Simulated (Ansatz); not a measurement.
**HfO2: further runs on the relaxed cell**

The task here is to estimate one member of a computed series from the others.

Method: DFT r2SCAN, scalar-relativistic, plane waves, PAW, in Ansatz 0.2.0.

## The starting structure

It takes space group P2_1/c (No. 14, monoclinic). Conventional cell: a = 5.114 Å, b = 5.182 Å, c = 5.295 Å, α = 90.00°, β = 99.46°, γ = 90.00°. Hf (site symmetry 1) has 7 O at 2.04 to 2.25 Å as nearest neighbours. O (site symmetry 1) is surrounded by 4 Hf at 2.14 to 2.25 Å. Around O (site symmetry 1) lie 3 Hf at 2.04 to 2.14 Å.

Coordinates:

```cif
data_structure
_symmetry_space_group_name_H-M 'P2_1/c'
_symmetry_Int_Tables_number 14
_cell_length_a 5.1142
_cell_length_b 5.1817
_cell_length_c 5.2955
_cell_angle_alpha 90.000
_cell_angle_beta 99.465
_cell_angle_gamma 90.000
_cell_volume 138.42
loop_
_atom_site_label
_atom_site_type_symbol
_atom_site_symmetry_multiplicity
_atom_site_Wyckoff_symbol
_atom_site_fract_x
_atom_site_fract_y
_atom_site_fract_z
_atom_site_occupancy
Hf1 Hf 4 e 0.27620 0.04183 0.20821 1
O1 O 4 e 0.44795 0.75765 0.47850 1
O2 O 4 e 0.07006 0.33377 0.34402 1
```

It is the result of an earlier relaxation at this level (volume 11.54 Å³/atom; gap on the mesh: 4.59 eV).

Set-up of the first run:

input.yaml

```yaml
crystal:
  lattice:
    - [5.0625303143, 0.0, -0.0061865545]
    - [0.0, 5.1293783071, 0.0]
    - [-0.8556591722, 0.0, 5.1716797759]
  atoms:
    - { symbol: Hf, position: [0.2761998696, 0.0418318844, 0.2082101844] }
    - { symbol: Hf, position: [0.7238001304, 0.5418318844, 0.2917898156] }
    - { symbol: Hf, position: [0.7238001304, 0.9581681156, 0.7917898156] }
    - { symbol: Hf, position: [0.2761998696, 0.4581681156, 0.7082101844] }
    - { symbol: O, position: [0.4479533929, 0.7576521434, 0.4784979916] }
    - { symbol: O, position: [0.5520466071, 0.2576521434, 0.0215020084] }
    - { symbol: O, position: [0.5520466071, 0.2423478566, 0.5215020084] }
    - { symbol: O, position: [0.4479533929, 0.7423478566, 0.9784979916] }
    - { symbol: O, position: [0.0700607259, 0.3337739724, 0.3440209893] }
    - { symbol: O, position: [0.9299392741, 0.8337739724, 0.1559790107] }
    - { symbol: O, position: [0.9299392741, 0.6662260276, 0.6559790107] }
    - { symbol: O, position: [0.0700607259, 0.1662260276, 0.8440209893] }
basis:
  ecutwfc: 500
kpoints:
  mp_grid: { grid: [6, 6, 6] }
hamiltonian:
  xc: r2scan
scf:
  occupations: { method: gaussian, width: 0.02 }
output:
  forces: true
  stress: true
  eigenvalues: true
relax:
  adjacent_minimum: "off"
  f_tol: 0.01
  max_steps: 30
  cell: { stress_tol: 0.1, fix: [volume] }
```

Command:

```console
$ ansatz run input.yaml --threads 8 --pin off --max-ram 22528MiB --backend cpu --events-out ev --progress --plain --runs-dir out
```

Steps of the session up to this table: The cell scaled to 0.97 of its volume; The cell scaled to 1.03 of its volume; The cell scaled to 0.94 of its volume; Volume × 1.06.

One of the session's tables, all rows but one given; the rest of the session is left out.

It belongs to the step «Fit of the equation of state». 

| volume (Å³/atom) | energy above the lowest point (meV/atom) | pressure (GPa) | gap on the mesh (eV) |
| --- | --- | --- | --- |
| 10.843 | 23.4 | 10.82 | 5.07 |
| 11.189 | 6.0 | 5.41 | 4.75 |
| 11.535 | 0.0 | -0.02 | 4.59 |
| 11.881 | ? | ? | ? |
| 12.227 | 25.1 | -11.04 | 4.63 |

**Question.** Estimate the row for volume (Å³/atom) = 11.881.

Worked estimate for «energy above the lowest point (meV/atom)». A straight line through the neighbours (11.535, 0.0) and (12.227, 25.1) gives 0.0 + (25.1 − 0.0) × (11.881 − 11.535) / (12.227 − 11.535) = 12.6; a parabola fitted to 3 rows on both sides gives 6.4.

**Answer.** energy above the lowest point (meV/atom): 6.5; pressure (GPa): -5.92; gap on the mesh (eV): 4.60. In «energy above the lowest point (meV/atom)» the line misses by +6.1 and the parabola by -0.1.
